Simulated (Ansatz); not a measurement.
**In2O3 (R-3c): a vacancy on In**

The task here is to estimate one member of a computed series from the others.

Method: DFT PBEsol, scalar-relativistic, plane waves, PAW, in Ansatz 0.2.0.

4 further runs of the same task are left out: 1 that didn't finish, 3 set aside as unsound or not needed.

### The system as given

The cell holds 39 atoms (In15O24): a = 8.000 Å, b = 8.000 Å, c = 8.000 Å, α = 87.11°, β = 87.11°, γ = 87.11°.

The coordinates of this cell stand in the input of its own run.

The host was relaxed before at PBEsol: a = 5.512 Å, b = 5.512 Å, c = 14.537 Å, α = 90.00°, β = 90.00°, γ = 120.00° (conventional cell), 12.752 Å³/atom.

Places, in fractions of the supercell: a vacancy on In at (0.643, 0.643, 0.643). Its neighbours start displaced at random by about 0.03 Å.

Set-up of the first run:

input.yaml reads:

```yaml
crystal:
  lattice:
    - [2.7562186657, 1.5913035886, 4.8456979698]
    - [-2.7562186657, 1.5913035886, 4.8456979698]
    - [0.0, -3.1826071772, 4.8456979698]
  atoms:
    - { symbol: In, position: [0.642552806, 0.642552806, 0.642552806] }
    - { symbol: In, position: [0.857447194, 0.857447194, 0.857447194] }
    - { symbol: In, position: [0.357447194, 0.357447194, 0.357447194] }
    - { symbol: In, position: [0.142552806, 0.142552806, 0.142552806] }
    - { symbol: O, position: [0.0458555502, 0.75, 0.4541444498] }
    - { symbol: O, position: [0.75, 0.4541444498, 0.0458555502] }
    - { symbol: O, position: [0.4541444498, 0.0458555502, 0.75] }
    - { symbol: O, position: [0.9541444498, 0.25, 0.5458555502] }
    - { symbol: O, position: [0.5458555502, 0.9541444498, 0.25] }
    - { symbol: O, position: [0.25, 0.5458555502, 0.9541444498] }
basis:
  ecutwfc: 420
  xc_grid: 2
kpoints:
  mp_grid: { grid: [6, 6, 6] }
  band_path: { path: [VBM, CBM], npoints: 2 }
hamiltonian:
  xc: pbesol
scf:
  occupations: { method: gaussian, width: 0.02 }
output:
  forces: true
  stress: true
  eigenvalues: true
```

The run is started by

```console
$ ansatz run input.yaml --threads 8 --pin off --max-ram 16384MiB --backend cpu --events-out ev --progress --plain --runs-dir out
```

Among the steps run: Band edges of the host over the zone; Dielectric tensors of the host, without U; The perfect crystal in the supercell of 40 atoms; Charge 0, atoms relaxed; Charge -1, atoms relaxed; Charge -3, atoms relaxed; More of the same log: V_In, charge -3, atoms relaxed at the host's cell.

One table of the session follows, with a row left open; its other results are not shown here.

It belongs to the step «The neighbours». 

```
      state  cell moment (μB)
ideal sites              0.00
   charge 0              3.00
  charge -1                 ?
  charge -3              0.00
```

**Question.** Estimate the row for charge -1.

As computed: cell moment (μB): 2.00. In the column «cell moment (μB)» it lies between charge -3 (0.00) and charge 0 (3.00).

Caveats from the session: The program doubts the potential alignment. Warnings in the runs' records: seeded moment not kept, field response mesh resolution.
